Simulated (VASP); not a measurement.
Mg3Sb2, 5 atoms in the cell. The structure is trigonal, space group P-3m1 (No. 164). The conventional cell has a = 4.582 Å, b = 4.582 Å, c = 7.244 Å, α = 90.00°, β = 90.00°, γ = 120.00°. Around Sb (site symmetry 3m) lie 7 Mg at 2.82 to 3.15 Å. Around Mg (site symmetry -3m) lie 6 Sb at 3.15 Å. Around Mg (site symmetry 3m) lie 4 Sb at 2.82 to 2.86 Å. 

```yaml
Program: VASP 6.6.1
Task: band structure
Functional: revTPSS
Potentials_or_basis: VASP PAW PBE potentials, release 64 (Sb, Mg)
Cutoff: 520 eV
k_mesh: 7 × 7 × 4
Occupations: fermi-dirac, width 0.05 eV
Spin: no spin polarisation
Further_INCAR_settings: ALGO = Normal; EDIFF = 1e-06; NBANDS = 16
```

Potentials or basis: VASP PAW PBE potentials, release 64 (Sb, Mg).

Run with:

```bash
$ cat potpaw_PBE.64/Sb/POTCAR potpaw_PBE.64/Mg/POTCAR > POTCAR
$ mpirun -np 1 vasp_std > vasp.out
```

Hardware: 1 thread of Intel(R) Xeon(R) Platinum 8488C (Sapphire Rapids), with other jobs on the host.

How long does it take, and how much memory?

Wall time 7.6 min on 1 thread of Intel(R) Xeon(R) Platinum 8488C (Sapphire Rapids) (shared host), peak memory 0.33 GiB. Counts: scf iterations 74, k points 28.
